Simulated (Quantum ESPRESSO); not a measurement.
Set up this calculation in Quantum ESPRESSO 7.5, as the native input.

* Task: dielectric tensor
* Functional: PBEsol
* Potentials or basis: PseudoDojo 0.4.1 SR PBEsol standard
* Cutoff: 1143 eV
* Density cutoff: 4572 eV
* k mesh: 6 × 6 × 6, shifted
* Occupations: fermi-dirac, width 0.05 eV
* Spin: no spin polarisation
* Mixing beta: 0.5
* Most SCF iterations: 120
* SCF threshold: 4e-10 Ry

The system is GaAs.

```
CELL_PARAMETERS angstrom
0.00000 2.82685 2.82685
2.82685 0.00000 2.82685
2.82685 2.82685 0.00000
ATOMIC_POSITIONS crystal
As 0.75000 0.75000 0.75000
Ga 0.00000 0.00000 0.00000
```

The input as run:

pw.in

```
&CONTROL
  calculation = 'scf'
  prefix = 'pwscf'
  outdir = './tmp'
  pseudo_dir = './pseudo'
  tprnfor = .true.
  tstress = .true.
  disk_io = 'low'
/
&SYSTEM
  ibrav = 0
  nat = 2
  ntyp = 2
  ecutwfc = 84
  nbnd = 21
  occupations = 'smearing'
  smearing = 'fd'
  degauss = 0.00367493
/
&ELECTRONS
  conv_thr = 4d-10
  electron_maxstep = 120
  mixing_beta = 0.5
/
ATOMIC_SPECIES
As    74.9216 As.upf
Ga    69.7230 Ga.upf
CELL_PARAMETERS bohr
   0.0000000000    5.3419722954    5.3419722954
   5.3419722954    0.0000000000    5.3419722954
   5.3419722954    5.3419722954    0.0000000000
ATOMIC_POSITIONS bohr
As     8.0129584431    8.0129584431    8.0129584431
Ga     0.0000000000    0.0000000000    0.0000000000
K_POINTS automatic
6 6 6 1 1 1
```

gamma.in

```
&CONTROL
  calculation = 'bands'
  prefix = 'pwscf'
  outdir = './tmp'
  pseudo_dir = './pseudo'
  disk_io = 'low'
  verbosity = 'high'
/
&SYSTEM
  ibrav = 0
  nat = 2
  ntyp = 2
  ecutwfc = 84
  nbnd = 21
  occupations = 'smearing'
  smearing = 'fd'
  degauss = 0.00367493
/
&ELECTRONS
  conv_thr = 1d-08
  electron_maxstep = 120
  mixing_beta = 0.5
  diago_full_acc = .true.
  startingwfc = 'random'
/
ATOMIC_SPECIES
As    74.9216 As.upf
Ga    69.7230 Ga.upf
CELL_PARAMETERS bohr
   0.0000000000    5.3419722954    5.3419722954
   5.3419722954    0.0000000000    5.3419722954
   5.3419722954    5.3419722954    0.0000000000
ATOMIC_POSITIONS bohr
As     8.0129584431    8.0129584431    8.0129584431
Ga     0.0000000000    0.0000000000    0.0000000000
K_POINTS crystal
1
0.0 0.0 0.0 1
```

scf2.in

```
&CONTROL
  calculation = 'scf'
  prefix = 'pwscf'
  outdir = './tmp'
  pseudo_dir = './pseudo'
  tprnfor = .true.
  tstress = .true.
  disk_io = 'low'
/
&SYSTEM
  ibrav = 0
  nat = 2
  ntyp = 2
  ecutwfc = 84
  nbnd = 21
  occupations = 'fixed'
/
&ELECTRONS
  conv_thr = 1d-13
  electron_maxstep = 120
  mixing_beta = 0.5
  startingpot = 'file'
/
ATOMIC_SPECIES
As    74.9216 As.upf
Ga    69.7230 Ga.upf
CELL_PARAMETERS bohr
   0.0000000000    5.3419722954    5.3419722954
   5.3419722954    0.0000000000    5.3419722954
   5.3419722954    5.3419722954    0.0000000000
ATOMIC_POSITIONS bohr
As     8.0129584431    8.0129584431    8.0129584431
Ga     0.0000000000    0.0000000000    0.0000000000
K_POINTS automatic
6 6 6 1 1 1
```

ph.in

```
dielectric of GaAs
&INPUTPH
  prefix = 'pwscf'
  outdir = './tmp'
  tr2_ph = 1d-18
  fildyn = 'dyn'
  niter_ph = 90
  alpha_mix(1) = 0.7
  epsil = .true.
  trans = .false.
  zeu = .true.
/
0.0000000000 0.0000000000 0.0000000000
```

Potentials or basis: PseudoDojo 0.4.1 SR PBEsol standard.

Run with:

```console
$ OMP_NUM_THREADS=1 pw.x -in pw.in > pw.out
$ OMP_NUM_THREADS=1 pw.x -in gamma.in > gamma.out
$ OMP_NUM_THREADS=1 pw.x -in scf2.in > scf2.out
$ OMP_NUM_THREADS=1 ph.x -in ph.in > ph.out
```

It gave:

The pressure is 0.3 GPa, the electronic dielectric tensor (diagonal) is 14.32 and the born charges (mean of the diagonal) is As -2.14; Ga +2.11 e.

Caveat: the mesh is thin for the dielectric tensor, Born charges and intensities, which usually come out too large.

Run time: 7 min on 1 thread of Arm Neoverse V2, on a shared host, peak memory 0.09 GiB.
